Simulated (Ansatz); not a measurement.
# ZnSe (Stilleite) (F-43m) in Ansatz: further runs

Aim: see how the results for ZnSe (Stilleite) move with the level of theory and the settings. Levels: LDA, PBE. Tasks: band structure, single point, equation of state.

Program: Ansatz 0.2.0. These are calculated values, not measurements. Logs are shortened: lines on timing, memory, paths and dates and some standing lists are left out, and cuts for length are marked.

**The experiment to reproduce.**

“Alloy Disordering Effects on the Thermal Conductivity and Energy Gap Temperature Dependence of Cd1−xZnxSe Ternary Crystals Grown by the Bridgman Method”, 2023, pmc:10253836 reports, for a bulk crystal of ZnSe at 300 K: band gap 2.695 ± 0.003 eV (an exciton energy, a little under the gap).

The runs below are set against these values where they give the same quantity.

## 1. The crystal as given

Symmetry: F-43m, No. 216, cubic system. Conventional cell: a = 5.668 Å, b = 5.668 Å, c = 5.668 Å, α = 90.00°, β = 90.00°, γ = 90.00°. Se (site symmetry -43m) is surrounded by 4 Zn at 2.45 Å. Zn (site symmetry -43m) has 4 Se at 2.45 Å as nearest neighbours.

## 2. Band structure, LDA

input.yaml reads:

```yaml
crystal:
  lattice:
    - [0.0, 2.8338, 2.8338]
    - [2.8338, 0.0, 2.8338]
    - [2.8338, 2.8338, 0.0]
  atoms:
    - { symbol: Se, position: [0.75, 0.75, 0.75] }
    - { symbol: Zn, position: [0.0, 0.0, 0.0] }
hamiltonian:
  xc: lda
  pseudopotentials: { kind: paw, xc_functional: lda, accuracy: standard }
kpoints:
  mp_grid: { grid: [8, 8, 8] }
  band_path:
    path:
      - [[0.0, 0.0, 0.0], [0.5, 0.0, 0.5], [0.5, 0.25, 0.75], [0.375, 0.375, 0.75], [0.0, 0.0, 0.0], [0.5, 0.5, 0.5], [0.625, 0.25, 0.625], [0.5, 0.25, 0.75], [0.5, 0.5, 0.5], [0.375, 0.375, 0.75]]
      - [[0.625, 0.25, 0.625], [0.5, 0.0, 0.5]]
    npoints: 14
scf:
  occupations: { method: fermi_dirac, width: 0.05 }
  n_extra_bands: 6
output:
  forces: true
  stress: true
  eigenvalues: true
  fatbands: false
```

Potentials or basis: JTH PAW LDA.

On the command line:

```bash
$ ansatz run input.yaml --threads 2 --pin off --max-ram 5120MiB --backend cpu --events-out ev --progress --plain --runs-dir out
```

Standard output:

```text
Warning: the checks of this Se dataset prove no rule for summing its radial tables, as where they were carried onto another mesh than they were made on, and Gregory's rule is taken, under which a leading mesh point left out moves its sums only by what lay on the interval it spanned. That does not make them correct, and they differ from Quantum ESPRESSO's on this file; a re-export a fraction of a mesh step off can move them. hamiltonian.pseudopotentials.radial_quadrature: simpson_from_first_knot sums it by `pw.x`'s rule; on a PAW file no value gives `pw.x`'s numbers. What more to know: hamiltonian.pseudopotentials.radial_quadrature, in the input reference
Warning: the checks of this Zn dataset prove no rule for summing its radial tables, as where they were carried onto another mesh than they were made on, and Gregory's rule is taken, under which a leading mesh point left out moves its sums only by what lay on the interval it spanned. That does not make them correct, and they differ from Quantum ESPRESSO's on this file; a re-export a fraction of a mesh step off can move them. hamiltonian.pseudopotentials.radial_quadrature: simpson_from_first_knot sums it by `pw.x`'s rule; on a PAW file no value gives `pw.x`'s numbers. What more to know: hamiltonian.pseudopotentials.radial_quadrature, in the input reference
Warning: RAYON_NUM_THREADS=2 ignored (pool sized by the plan → 2); use --threads N
scf.n_extra_bands = 6 over 9 filled bands (N_el = 18.0): the run solves 15 bands
Engine: ansatz 0.2.0, x86_64-unknown-linux-gnu
Pseudopotentials: kind: paw
Pseudopotential: Se, paw, valence charge 6, recommended cutoff 270 eV (normal), Se.paw.azcp
Pseudopotential: Zn, paw, valence charge 12, recommended cutoff 960 eV (normal), Zn.paw.azcp
Functional definition: SPW92
  exchange = slater_x
  correlation = pw_c
Crystal: 2 atoms, lattice volume = 45.513 Å³
Basis set: ecut = 960 eV, 3119 PW (Γ)
Bands: 15, of which v1, the nominal top of the filled ones, is band 9 counted from 1 (8 counted from 0)
Symmetry: 24 space group operations
Space group: F-43m (ITA 216), of the structure as read, at distance tolerance 3.6e-5 Å
k-points: 29 of 512 (time reversal used)
Non-local potential: Se, projectors of the file, l = 0: 2, l = 1: 2
Non-local potential: Zn, projectors of the file, l = 0: 2, l = 1: 2, l = 2: 2
PAW form: compensated (Kresse and Joubert's): semilocal exchange-correlation on the pseudo side sees the compensation charge
PAW one-centre angular grid: Se, 110 points (default); XC on 64 Gauss nodes
PAW one-centre angular grid: Zn, 590 points (default); XC on 93 of its mesh's 901 points in the sphere
Initial density: superposition of atomic densities (chi_scale 0.1, normalization cell, long waves kept (reshape's long-wave potential 0.00 eV rms))
Initial wavefunctions: pseudopotential atomic-orbital guess
Functional: x = slater, c = lda
SCF iter   1: F=—  HF=-5734.822171 eV  |F-HF|=—  |Δ(HF+E_count)|=         —  Δρ=2.17e-2  dr2=1.57e-1  ethr=3.10e-3  ⟨swp⟩=10.2  Hψ=4231  notcnv=0
preconditioner: auto → none  [insulator: Δε(μ)=1.140 eV  Ē_g=13.816 eV  σ=0.050 eV  W_gap=1.00  n_scr=14 (ndim 8)  ℏωp=23.4 eV  f_vac=0.001  D(μ)=0.00/eV (n_scr^D=0)  ε∞_Penn≈3.9]
SCF iter   2: F=—  HF=-5734.788802 eV  |F-HF|=—  |Δ(HF+E_count)|=   3.34e-2  Δρ=1.02e-2  dr2=3.18e-2  ethr=8.72e-4  ⟨swp⟩=4.7  Hψ=1179  notcnv=0  defer=43
SCF iter   3: F=—  HF=-5734.785263 eV  |F-HF|=—  |Δ(HF+E_count)|=   3.54e-3  Δρ=5.81e-3  dr2=1.08e-2  ethr=1.77e-4  ⟨swp⟩=3.0  Hψ=884  notcnv=0  defer=43
SCF iter   4: F=—  HF=-5734.779780 eV  |F-HF|=—  |Δ(HF+E_count)|=   5.48e-3  Δρ=4.93e-4  dr2=1.00e-4  ethr=5.98e-5  ⟨swp⟩=3.0  Hψ=1150  notcnv=0  defer=43
SCF iter   5: F=—  HF=-5734.779854 eV  |F-HF|=—  |Δ(HF+E_count)|=   7.43e-5  Δρ=2.41e-4  dr2=1.13e-5  ethr=5.56e-7  ⟨swp⟩=2.9  Hψ=690  notcnv=0  defer=43
SCF iter   6: F=—  HF=-5734.779867 eV  |F-HF|=—  |Δ(HF+E_count)|=   1.27e-5  Δρ=8.36e-5  dr2=1.55e-6  ethr=6.30e-8  ⟨swp⟩=2.8  Hψ=692  notcnv=0  defer=43
SCF iter   7: F=-5734.779867 eV  HF=-5734.779867 eV  |F-HF|=1.36e-8  |Δ(HF+E_count)|=   7.61e-8  Δρ=1.73e-5  dr2=7.81e-8  ethr=5.56e-10  ⟨swp⟩=15.1  Hψ=3762  notcnv=0
SCF 1 converged in 7 iterations: F = -5734.779867 eV  dr2 = 7.81e-8
NSCF: frozen V_eff on 142 k-points
SCF converged after 7 iterations
Free energy (F): -5734.779867 eV
Harris-Foulkes:  -5734.779867 eV  (|F-HF|=1.36e-8)
Internal energy: -5734.779866 eV  (E = F + TS)
E sigma→0 (E₀):  -5734.779867 eV
Entropy (-TS):   -0.000000 eV (-0.000 meV/atom)
Fermi energy:    6.299777 eV
--- Per-component energies (eV) ---
  E_band       = -0.841888
  E_kinetic    = 273.484538
  E_local      = -1902.905888  (includes V_loc(G=0)·N_el)
  E_nonlocal   = 395.447545
  E_hartree    = 602.726919
  E_xc         = -368.961241
  E_vxc        = -355.460819  (∫ρ·V_xc dr)
  E_paw        = -3539.487133  (= ΣΔE_a)
  E_vpaw       = 383.133738  (= ΣTr[D̂ρ^β])
  E_aug_tail   = 0.000033  (compensation charges beyond the density's cutoff)
  E_ewald      = -1195.084640
  E_smearing   = -0.000000  (= −TS)
  E_closure    = -0.000000  (closes the sum)
  Σ components = -5734.779867   (vs F -5734.779867, Δ=0.00e0)
--- Forces (eV/Å), atoms counted from 1 ---
  atom   1  Se     0.00000000    -0.00000000     0.00000000
  atom   2  Zn    -0.00000000     0.00000000     0.00000000
  max |Σ_I F_I| component: 5.18e-16 eV/Å
--- Stress (GPa, compression-positive) ---
       -3.404213      -0.000000      -0.000000
       -0.000000      -3.404213       0.000000
       -0.000000       0.000000      -3.404213
  P = ⅓ Tr σ = -3.4042 GPa (-34.042 kbar)
--- Band table (eV; the first three rows and the last of 29) ---
  k-point 0: bands = ["-7.5712", "-0.9061", "-0.9061", "-0.9061", "-0.5453", "-0.5453", "5.7484", "5.7484", "5.7484", "6.7825", "11.4636", "11.4636", "11.4636", "15.4447", "17.3057"]
  k-point 1: bands = ["-7.4705", "-0.8991", "-0.8905", "-0.8905", "-0.5466", "-0.5466", "4.3651", "5.5947", "5.5947", "7.8290", "11.3757", "11.7202", "11.7202", "16.3383", "16.4444"]
  k-point 2: bands = ["-7.2088", "-0.8562", "-0.8562", "-0.8433", "-0.5449", "-0.5449", "2.6304", "5.2674", "5.2674", "8.3040", "12.1018", "12.1018", "12.1530", "16.1876", "16.1876"]
  k-point 28: bands = ["-6.5086", "-0.7886", "-0.7056", "-0.5756", "-0.5731", "-0.2429", "0.9965", "2.9499", "3.0500", "11.0941", "11.1887", "12.5737", "13.3239", "17.2858", "19.6113"]
```

Wall time 6.5 s (2 threads of AMD EPYC 7B13 (Zen 3), shared host); peak memory 0.5 GiB.

Results:

* Free energy: -5734.7799 eV
* Pressure: -3.4 GPa
* Band gap on the k mesh: 1.03 eV, direct
* Band gap along the path: 1.03 eV, direct

Levels at the corners of the path, in eV from the valence-band top:
```
point  band 6  band 7  band 8  band 9  band 10  band 11  band 12  band 13
    Γ   -6.29    0.00    0.00    0.00     1.03     5.72     5.72     5.72
    X   -6.11   -4.83   -2.20   -2.20     2.81     3.31    10.50    11.11
    W   -5.99   -4.75   -2.80   -2.70     5.35     5.44     6.83     7.58
    K   -6.03   -4.79   -3.13   -1.81     3.43     5.47     8.89     9.19
    Γ   -6.29    0.00    0.00    0.00     1.03     5.72     5.72     5.72
    L   -6.13   -5.29   -0.87   -0.87     2.35     6.30     6.30     8.36
    U   -6.03   -4.79   -3.13   -1.81     3.43     5.47     8.89     9.19
    W   -5.99   -4.75   -2.80   -2.70     5.35     5.44     6.83     7.58
    L   -6.13   -5.29   -0.87   -0.87     2.35     6.30     6.30     8.36
    K   -6.03   -4.79   -3.13   -1.81     3.43     5.47     8.89     9.19
    U   -6.03   -4.79   -3.13   -1.81     3.43     5.47     8.89     9.19
    X   -6.11   -4.83   -2.20   -2.20     2.81     3.31    10.50    11.11
```

## 3. Single point, PBE, 21.39 Å³/atom (volume scaled by 0.94)

input.yaml reads:

```yaml
crystal:
  lattice:
    - [0.0, 2.7759511149, 2.7759511149]
    - [2.7759511149, 0.0, 2.7759511149]
    - [2.7759511149, 2.7759511149, 0.0]
  atoms:
    - { symbol: Se, position: [0.75, 0.75, 0.75] }
    - { symbol: Zn, position: [0.0, 0.0, 0.0] }
hamiltonian:
  xc: pbe
  pseudopotentials: { kind: nc, source: spms }
kpoints:
  mp_grid: { grid: [8, 8, 8] }
scf:
  occupations: { method: fermi_dirac, width: 0.05 }
output:
  forces: true
  stress: true
  eigenvalues: true
```

Potentials or basis: SPMS NC.

On the command line:

```bash
$ ansatz run input.yaml --threads 2 --pin off --max-ram 5120MiB --backend cpu --events-out ev --progress --plain --runs-dir out
```

Run time: 2 s. Hardware: 2 threads of AMD EPYC 7B13 (Zen 3), shared host; peak memory 0.4 GiB.

The run converged. Its results:

| Item | Value |
| --- | --- |
| Free energy | -8492.8173 eV |
| Pressure | 7.0 GPa |
| Band gap on the k mesh | 1.53 eV, direct |

## 4. Single point, PBE, 21.85 Å³/atom (volume scaled by 0.96)

Changes to input.yaml since step 3:

```diff
@@ -2,5 +2,5 @@
   lattice:
-    - [0.0, 2.7759511149, 2.7759511149]
-    - [2.7759511149, 0.0, 2.7759511149]
-    - [2.7759511149, 2.7759511149, 0.0]
+    - [0.0, 2.7955007105, 2.7955007105]
+    - [2.7955007105, 0.0, 2.7955007105]
+    - [2.7955007105, 2.7955007105, 0.0]
   atoms:
```

On the command line:

```bash
$ ansatz run input.yaml --threads 2 --pin off --max-ram 5120MiB --backend cpu --events-out ev --progress --plain --runs-dir out
```

Run time: 2 s. Hardware: 2 threads of AMD EPYC 7B13 (Zen 3), shared host; peak memory 0.41 GiB.

It converged, with:

```
Free energy            : -8492.8520 eV
Pressure               : 5.3 GPa
Band gap on the k mesh : 1.45 eV, direct
```

## 5. Single point, PBE, 22.30 Å³/atom (volume scaled by 0.98)

Changes to input.yaml since step 4:

```diff
@@ -2,5 +2,5 @@
   lattice:
-    - [0.0, 2.7955007105, 2.7955007105]
-    - [2.7955007105, 0.0, 2.7955007105]
-    - [2.7955007105, 2.7955007105, 0.0]
+    - [0.0, 2.814780635, 2.814780635]
+    - [2.814780635, 0.0, 2.814780635]
+    - [2.814780635, 2.814780635, 0.0]
   atoms:
@@ -19 +19,5 @@
   eigenvalues: true
+  write_density: true
+  write_potential: true
+  elf: true
+  volumetric_format: npy
```

On the command line:

```bash
$ ansatz run input.yaml --threads 2 --pin off --max-ram 5120MiB --backend cpu --events-out ev --progress --plain --runs-dir out
```

Run time: 2.6 s. Hardware: 2 threads of AMD EPYC 7B13 (Zen 3), shared host; peak memory 0.41 GiB.

Results (log left out):

| Item | Value |
| --- | --- |
| Free energy | -8492.8773 eV |
| Pressure | 3.7 GPa |
| Band gap on the k mesh | 1.36 eV, direct |

## 6. Single point, PBE, 22.76 Å³/atom

Changes to input.yaml since step 5:

```diff
@@ -2,5 +2,5 @@
   lattice:
-    - [0.0, 2.814780635, 2.814780635]
-    - [2.814780635, 0.0, 2.814780635]
-    - [2.814780635, 2.814780635, 0.0]
+    - [0.0, 2.8338, 2.8338]
+    - [2.8338, 0.0, 2.8338]
+    - [2.8338, 2.8338, 0.0]
   atoms:
```

Potentials or basis: SPMS NC.

On the command line:

```bash
$ ansatz run input.yaml --threads 2 --pin off --max-ram 5120MiB --backend cpu --events-out ev --progress --plain --runs-dir out
```

Run time: 2.7 s. Hardware: 2 threads of AMD EPYC 7B13 (Zen 3), shared host; peak memory 0.43 GiB.

Results (log left out):

| Property | Result |
| --- | --- |
| Free energy | -8492.8942 eV |
| Pressure | 2.3 GPa |
| Band gap on the k mesh | 1.28 eV, direct |

## 7. Single point, PBE, 23.21 Å³/atom (volume scaled by 1.02)

Changes to input.yaml since step 6:

```diff
@@ -2,5 +2,5 @@
   lattice:
-    - [0.0, 2.8338, 2.8338]
-    - [2.8338, 0.0, 2.8338]
-    - [2.8338, 2.8338, 0.0]
+    - [0.0, 2.8525674344, 2.8525674344]
+    - [2.8525674344, 0.0, 2.8525674344]
+    - [2.8525674344, 2.8525674344, 0.0]
   atoms:
@@ -19,5 +19 @@
   eigenvalues: true
-  write_density: true
-  write_potential: true
-  elf: true
-  volumetric_format: npy
```

On the command line:

```bash
$ ansatz run input.yaml --threads 2 --pin off --max-ram 5120MiB --backend cpu --events-out ev --progress --plain --runs-dir out
```

It took 2 s on 2 threads of AMD EPYC 7B13 (Zen 3), shared host; peak memory 0.42 GiB.

Results (log left out):

* Free energy: -8492.9033 eV
* Pressure: 1.0 GPa
* Band gap on the k mesh: 1.20 eV, direct

## 8. Single point, PBE, 23.67 Å³/atom (volume scaled by 1.04)

Changes to input.yaml since step 7:

```diff
@@ -2,5 +2,5 @@
   lattice:
-    - [0.0, 2.8525674344, 2.8525674344]
-    - [2.8525674344, 0.0, 2.8525674344]
-    - [2.8525674344, 2.8525674344, 0.0]
+    - [0.0, 2.8710911185, 2.8710911185]
+    - [2.8710911185, 0.0, 2.8710911185]
+    - [2.8710911185, 2.8710911185, 0.0]
   atoms:
```

On the command line:

```bash
$ ansatz run input.yaml --threads 2 --pin off --max-ram 5120MiB --backend cpu --events-out ev --progress --plain --runs-dir out
```

Wall time 2.1 s (2 threads of AMD EPYC 7B13 (Zen 3), shared host); peak memory 0.41 GiB.

It converged, with:

```yaml
Free_energy: -8492.9057 eV
Pressure: -0.2 GPa
Band_gap_on_the_k_mesh: 1.13 eV, direct
```

## 9. Single point, PBE, 24.12 Å³/atom (volume scaled by 1.06)

Changes to input.yaml since step 8:

```diff
@@ -2,5 +2,5 @@
   lattice:
-    - [0.0, 2.8710911185, 2.8710911185]
-    - [2.8710911185, 0.0, 2.8710911185]
-    - [2.8710911185, 2.8710911185, 0.0]
+    - [0.0, 2.8893788162, 2.8893788162]
+    - [2.8893788162, 0.0, 2.8893788162]
+    - [2.8893788162, 2.8893788162, 0.0]
   atoms:
```

Potentials or basis: SPMS NC.

On the command line:

```bash
$ ansatz run input.yaml --threads 2 --pin off --max-ram 5120MiB --backend cpu --events-out ev --progress --plain --runs-dir out
```

Wall time 2.1 s (2 threads of AMD EPYC 7B13 (Zen 3), shared host); peak memory 0.43 GiB.

The run converged. Its results:

```
Free energy            : -8492.9019 eV
Pressure               : -1.2 GPa
Band gap on the k mesh : 1.05 eV, direct
```

## 10. Equation of state, PBE

No new run: the results of the series are fitted here.

Results:

```
Equilibrium volume                      : 23.60 Å³/atom
Bulk modulus                            : 57 GPa
Pressure derivative of the bulk modulus : 4.5
```

Energy against volume, from the lowest point:
```
volume (Å³/atom)  energy (meV/atom)
          21.391              44.21
          21.846              26.83
          22.301              14.18
          22.757               5.76
          23.212               1.17
          23.667               0.00
          24.122               1.91
```

PBE usually gives volumes a little too large and moduli too small. Zero-point motion and thermal expansion aren't in these numbers.

## 11. How close it comes

Step 2. A measured gap of ZnSe is 2.695 eV (an exciton energy, a little under the gap; 300 K; “Alloy Disordering Effects on the Thermal Conductivity and Energy Gap Temperature Dependence of Cd1−xZnxSe Ternary Crystals Grown by the Bridgman Method”, 2023, pmc:10253836); the calculated 1.03 eV misses it by -1.66 eV. So large a miss can be the level of theory's own, or it may mean another phase, state or a wrong row. Spin-orbit coupling on Se is left out. The value is that of LDA, without temperature or zero-point motion. Semilocal functionals fall short of measured gaps as a rule.
